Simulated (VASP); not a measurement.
C, 2 atoms in the cell. Symmetry: C2/m, No. 12, monoclinic system. Conventional cell: a = 4.255 Å, b = 2.457 Å, c = 3.765 Å, α = 90.00°, β = 111.49°, γ = 90.00°. C (site symmetry m) is surrounded by 3 C at 1.42 Å. This is a stacking variant of graphite.

| Quantity | Value |
| --- | --- |
| Program | VASP 6.6.1 |
| Task | band structure |
| Functional | SCAN |
| Potentials or basis | VASP PAW PBE potentials, release 64 (C) |
| Cutoff | 520 eV |
| k mesh | 13 × 13 × 8 |
| Occupations | fermi-dirac, width 0.05 eV |
| Spin | no spin polarisation |
| Further INCAR settings | ALGO = Normal; EDIFF = 1e-06; NBANDS = 11 |

Potentials or basis: VASP PAW PBE potentials, release 64 (C).

The run is started by

```bash
$ cat potpaw_PBE.64/C/POTCAR > POTCAR
$ mpirun -np 1 vasp_std > vasp.out
```

Hardware: 1 thread of Intel(R) Xeon(R) 6975P-C (Granite Rapids) (shared host).

How long does it take, and how much memory?

Run time: 2.6 min on 1 thread of Intel(R) Xeon(R) 6975P-C (Granite Rapids), with other jobs on the host, peak memory 0.2 GiB. Counts: scf iterations 26, k points 371.
